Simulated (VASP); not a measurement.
# BN (P6_3mc) under uniaxial stress along [0001]

How do the elastic response and the band edges of BN follow uniaxial stress along [0001]?

Method: PBEsol; plane waves and PAW (B, N); cell typed or built by script, in the first sound run; inputs show where later runs differ, in VASP 6.6.1.

Most raw output is cut from this account.

### 1. Starting point

Symmetry: P6_3mc, No. 186, hexagonal system. The conventional cell has a = 2.550 Å, b = 2.550 Å, c = 4.220 Å, α = 90.00°, β = 90.00°, γ = 120.00°. Nearest to B lie 4 N at 1.56 to 1.59 Å. Nearest to N lie 4 B at 1.56 to 1.59 Å. Farther neighbours and most contacts between anions are not listed.

Coordinates:

```xyz
4
Lattice="2.5500 0.0000 0.0000 -1.2750 2.2084 0.0000 0.0000 0.0000 4.2200" Properties=species:S:1:pos:R:3 pbc="T T T"
B     0.0000    1.4722    0.0000
B     1.2750    0.7361    2.1100
N     0.0000    1.4722    1.5909
N     1.2750    0.7361    3.7009
```

### 2. Relax the crystal, PBEsol

The series starts from the cell that this level prefers, so that zero strain is near zero stress.

This step took 2 runs in a row; the last is shown.

Level: PBEsol; plane waves and PAW (B, N); cell typed or built by script.

File INCAR:

```
SYSTEM = BN
PREC = Accurate
ENCUT = 600
EDIFF = 1E-07
NELM = 120
ISMEAR = 0
SIGMA = 0.02
LREAL = .FALSE.
ALGO = Normal
GGA = PS
NBANDS = 14
LASPH = .TRUE.
LORBIT = 11
LWAVE = .FALSE.
LCHARG = .FALSE.
KPAR = 16
IBRION = 2
NSW = 40
ISIF = 3
EDIFFG = -0.005
POTIM = 0.4
```

File POSCAR:

```
BN
1.0
    2.5415830991      0.0000000000      0.0000000000
   -1.2707915495      2.2010755300      0.0000000000
    0.0000000000      0.0000000000      4.2038538331
B N
2 2
Direct
    0.3333333333      0.6666666667      0.0013003609
    0.6666666667      0.3333333333      0.5013003609
    0.3333333333      0.6666666667      0.3756996391
    0.6666666667      0.3333333333      0.8756996391
```

File KPOINTS:

```
Automatic mesh
0
Gamma
13 13 7
0 0 0
```

Potentials, in the order of the species: B and N (PBE family, release 64).

Started as:

```console
mpirun -np 16 vasp_std
```

Wall time 6 s (16 MPI ranks of Intel Xeon 6975P-C (Granite Rapids), shared host); peak memory 2.5 GiB.

Read from the output:

```
energy(sigma→0) of the program : -36.6335 eV
stress, compression positive   : xx, yy, zz 0.07, 0.07, 0.12 GPa
volume                         : 23.517 Å³
ionic steps                    : 1
```

### 3. Strain across the axis, PBEsol

One member in full: the axis is strained by -1.5 %, and the two directions across it are strained alike until their mean stress is under 0.012 GPa or five steps are spent.

This step took 3 runs, each at a new trial strain with the atoms of the one before; the last is shown.

Level: PBEsol; plane waves and PAW (B, N); cell typed or built by script.

INCAR: that of step 2 with these lines changed.

```diff
@@ -15,7 +15,7 @@
 LCHARG = .FALSE.
-KPAR = 16
-IBRION = 2
-NSW = 40
-ISIF = 3
-EDIFFG = -0.005
-POTIM = 0.4
+KPAR = 4
+IBRION = 1
+NSW = 25
+ISIF = 2
+EDIFFG = -0.004
+POTIM = 0.3
```

File POSCAR:

```
BN
1.0
    2.5440896950      0.0000000000      0.0000000000
   -1.2720448470      2.2032463060      0.0000000000
    0.0000000000      0.0000000000      4.1407960260
B N
2 2
Direct
    0.3333333333      0.6666666667      0.0010645491
    0.6666666667      0.3333333333      0.5010645491
    0.3333333333      0.6666666667      0.3759354509
    0.6666666667      0.3333333333      0.8759354509
```

KPOINTS is that of step 2.

Started as:

```console
mpirun -np 4 vasp_std
```

Wall time 7.4 s (4 MPI ranks); peak memory 0.57 GiB; 19 s of CPU time.

Read from the output:

| Property | Result |
| --- | --- |
| energy(sigma→0) of the program | -36.6144 eV |
| stress, compression positive | xx, yy, zz 0.00, 0.00, 16.57 GPa |
| ionic steps | 1 |

### 4. Band edges, HSE06

Short lines in KPOINTS_OPT sample the zone centre along and across the axis, for masses, and the other valleys.

Level: HSE06; plane waves and PAW (B, N); cell typed or built by script.

File INCAR:

```
SYSTEM = BN
PREC = Accurate
ENCUT = 600
EDIFF = 1E-06
NELM = 100
ISMEAR = 0
SIGMA = 0.02
LREAL = .FALSE.
ALGO = Normal
LHFCALC = .TRUE.
AEXX = 0.25
GGA = PE
HFSCREEN = 0.2
LASPH = .TRUE.
NBANDS = 13
PRECFOCK = Fast
LWAVE = .FALSE.
LCHARG = .FALSE.
KPAR = 4
```

POSCAR is that of step 3.

File KPOINTS:

```
Automatic mesh
0
Gamma
7 7 4
0 0 0
```

File KPOINTS_OPT:

```
Line mode
6
Line-mode
Reciprocal
  0.00000000   0.00000000   0.00000000
  0.00000000   0.00000000   0.03295141

  0.00000000   0.00000000   0.00000000
 -0.02024522   0.01012261   0.00000000

  0.50000000   0.00000000   0.00000000
  0.50000000   0.00000000   0.50000000

  0.33333333   0.33333333   0.00000000
  0.33333333   0.33333333   0.50000000
```

Started as:

```console
mpirun -np 4 vasp_std
```

Wall time 3.4 min (4 MPI ranks); peak memory 1 GiB.

Numbers from this step:

```
energy(sigma→0) of the program : -40.6442 eV
```

### 5. The whole series

Hybrid runs start from orbitals of a short PBEsol run, not shown.

The other members went through these steps as far as the tables show, with the same cutoff and, step by step, the same mesh; 43 runs are not shown. The session took 2.3 core hours (wall time by ranks) on a shared machine.

```tsv
strain along the axis (%)	strain across the axis (%)	stress along the axis, tension positive (GPa)	energy above the unstrained row (meV/atom)	gap on the mesh, PBEsol (eV)
-2.000	0.132	-22.390	8.442	5.155
-1.500	0.099	-16.570	4.782	5.128
-1.000	0.067	-10.919	2.180	5.103
-0.500	0.036	-5.422	0.587	5.085
0	0.007	-0.105	0.000	5.067
0.500	-0.021	5.037	0.365	5.052
1.000	-0.048	10.002	1.670	5.043
1.500	-0.073	14.783	3.873	5.036
2.000	-0.098	19.380	6.927	5.032
```

Slopes at zero strain, from cubics through all rows: strain ratio -0.057, stress over strain 1046 GPa.

Band edges at HSE06, counted from the valence-band top at Γ, with one row partly withheld:

```tsv
strain along the axis (%)	gap (eV)	conduction band at Γ (eV)	lowest conduction level on M–L (eV)	second valence level below the top (eV)	third valence level below the top (eV)
-2.000	6.612	9.998	8.037	0.000	0.196
-1.500	6.585	10.027	8.075	0.000	0.219
-1.000	6.558	10.055	8.033	0.000	0.242
-0.500	6.540	10.086	7.983	0.000	0.259
0	6.521	10.116	7.931	0.000	0.277
0.500	6.505	10.147	7.878	0.000	0.294
1.000	6.495	9.969	7.826	0.000	0.305
1.500	6.488	?	7.773	0.000	0.316
2.000	6.485	9.552	7.720	0.000	0.324
```

### 6. Fit and prediction

The quantity to fit is the conduction level at Γ above the mean of the three top valence levels at HSE06: 10.063, 10.100, 10.136, 10.173, 10.209, 10.245, 10.071, 9.660 eV in the rows shown.

Fitting a parabola to the 8 known rows (e: strain in %) gives E = − 0.08966 e² − 0.07632 e + 10.21 in eV; the residuals are 0.052 eV r.m.s.

At e = 1.5 this predicts 9.8945 eV.

### 7. Prediction against calculation

The calculation gives 9.8655 eV, so the prediction is 0.0290 eV too high, within twice the residual of the fit.

The rows do not lie on one parabola (a picked bound of 1 % of their span for the r.m.s. residual). Levels that cross, a degenerate level that splits or an edge that moves to another point can do that; which it is was not traced. So the linear term is no slope at zero strain, and none is listed.

### 8. Outcome

| Property | Result |
| --- | --- |
| Poisson ratio | 0.057 |
| Young's modulus along the axis | 1046 GPa |
| gap of the unstrained cell, HSE06 | 6.52 eV |
| error of the predicted row | 29.0 meV |

In words: As a check, the curvature of the energy gives 1051 GPa for the same modulus (energy per volume = E/2 × strain²), 0 % from the slope of the stress. The energy also has a linear term worth 0.57 GPa that the stress column lacks, a mark of the finite basis. At HSE06 the edge that sets the gap lies at a point without a column here, up to 1.49 eV below the lowest level listed; the gap runs between 6.48 and 6.61 eV. Hole masses are left out throughout, since the top bands are degenerate or cross in many series; of conduction masses, those of the Γ, L and (for Si and Ge under (001) strain) Δ valleys are kept where they change by under an eighth between rows. HSE06 ran on a coarser mesh than the semilocal levels. Spin-orbit coupling is left out at HSE06, so the valence splittings there lack it. Temperature, zero-point motion and excitons are left out.

[Lines on the potential files, build, host, timing and source positions are cut from VASP's logs without a mark.]

[Logs are printed without paths, hosts, clocks, repeated set-up lines and the standing remarks that a program may print on its own settings, such as how far it seeks lower states.]

[Hosts, paths, dates, database ids (printed as entryN), source tags and the programs' standing remarks are cut or masked in the printed files.]

[In band tables of VASP the shares of atoms and orbitals are scaled to a sum of 1 inside the atoms' spheres.]
